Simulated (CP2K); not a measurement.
TaN under changes of volume

One of the cells (10.813 Å³/atom); the others are scaled copies at fixed shape and fractional positions:

```
Ta N
1.0
     3.12728    0.00000    0.00000
     1.56364    2.70831    0.00000
     1.56364    0.90277    2.55342
Ta N
1 1
Direct
  0.50000 0.50000 0.50000
  0.00000 0.00000 0.00000
```

The cell comes from a database or a generator and needn't be the stable form of this composition.

```yaml
Program: CP2K 2026.2
Functional: PBE
Potentials_or_basis: POTENTIAL_UZH Ta GTH-PBE-q13, N GTH-PBE-q5; TZVP-MOLOPT-PBE-GTH basis
Density_cutoff: 6123 eV
k_mesh: 10 × 10 × 10
Occupations: fermi-dirac, width 0.05 eV
Spin: no spin polarisation
```

```tsv
volume (Å³/atom)	energy over the lowest point (meV/atom)	pressure (GPa)
10.164	21.46	15.9
10.381	5.60	7.8
10.597	0.00	0.6
10.813	3.61	-5.8
11.030	15.53	-11.6
11.246	34.80	-16.8
11.462	?	?
```

Task: What does the run at 11.462 Å³/atom give?

Result: Energy over the lowest point 60.71 meV/atom; pressure -21.4 GPa.

Worked out: A Birch-Murnaghan fit of order 3 (a polynomial in V^(-2/3)) to the other rows has its minimum at 10.62 Å³/atom with B0 = V·E''(V) = 331 GPa and B' = 4.2. It gives 60.75 meV/atom at 11.462 Å³/atom, against the run's 60.71, and -dE/dV = -21.5 GPa, against -21.4.

Energies are extrapolated to zero smearing.

Caveats: the basis of atomic orbitals isn't converged, which shifts pressures, moduli and gaps.
